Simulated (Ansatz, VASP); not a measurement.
One calculation of Pt, two programs

INCAR

```
SYSTEM = Pt
ALGO = Normal
EDIFF = 1E-7
ENCUT = 520
GGA = PS
ISIF = 2
ISMEAR = 0
LASPH = .TRUE.
LCHARG = .FALSE.
LREAL = .FALSE.
LWAVE = .FALSE.
NBANDS = 17
NELM = 60
PREC = Accurate
SIGMA = 0.15
```

The input KPOINTS:

```
k-points
0
G
  18 18 10
  0 0 0
```

The input POSCAR:

```
Pt
1.0
    2.9815188650      0.0000000000      0.0000000000
   -1.4907594325      2.5820710790      0.0000000000
    0.0000000000      0.0000000000      4.4087632800
Pt
2
Direct
    0.6666666667      0.3333333333      0.7500000000
    0.3333333333      0.6666666667      0.2500000000
```

Input for Ansatz:

```yaml
crystal:
  lattice:
    - [2.981518865, 0.0, 0.0]
    - [-1.4907594325, 2.582071079, 0.0]
    - [0.0, 0.0, 4.40876328]
  atoms:
    - { symbol: Pt, position: [0.6666666667, 0.3333333333, 0.75] }
    - { symbol: Pt, position: [0.3333333333, 0.6666666667, 0.25] }
basis:
  ecutwfc: 420
kpoints:
  mp_grid: { grid: [18, 18, 10] }
hamiltonian:
  xc: pbesol
scf:
  occupations: { method: gaussian, width: 0.15 }
output:
  forces: true
  stress: true
  eigenvalues: true
```

Change from the starting cell: strain +0.080 along x and y, -0.080 along z, atoms carried along.

Alike in both runs: task single point; functional PBEsol; k mesh 18 × 18 × 10; occupations gaussian, width 0.15 eV; no spin polarisation.

|  | VASP | Ansatz |
| --- | --- | --- |
| version | VASP 6.6.1 | Ansatz 0.2.0 |
| potentials or method | VASP PAW PBE potentials, release 64 (Pt) | scalar-relativistic, plane waves, PAW |
| plane-wave cutoff (eV) | 520 | 420 |
| valence electrons in the cell | 20 | 36 |

Ansatz gave:

| Property | Result |
| --- | --- |
| gap on the k mesh at the Fermi level (eV) | none |
| pressure (GPa) | -21.4 |
| largest component of the traceless stress (GPa) | 3.08 |

Question: Which values does VASP return?

Answer: gap on the k mesh at the Fermi level (eV): none; pressure (GPa): -21.7; largest component of the traceless stress (GPa): 3.11.

A gap of «none» marks a metal or a gap that the smearing closes. The functional is the same, so the differences come from potentials, cutoffs and numerics. The two sets of potentials don't hold the same shells in valence.

Caveats: so large a pressure means that the cell lies far from this level's equilibrium, or that cutoff or potentials fall short (VASP); the potentials were made for another functional, which shifts forces and pressure (VASP). Spin-orbit coupling is left out, which matters for the levels of Pt.
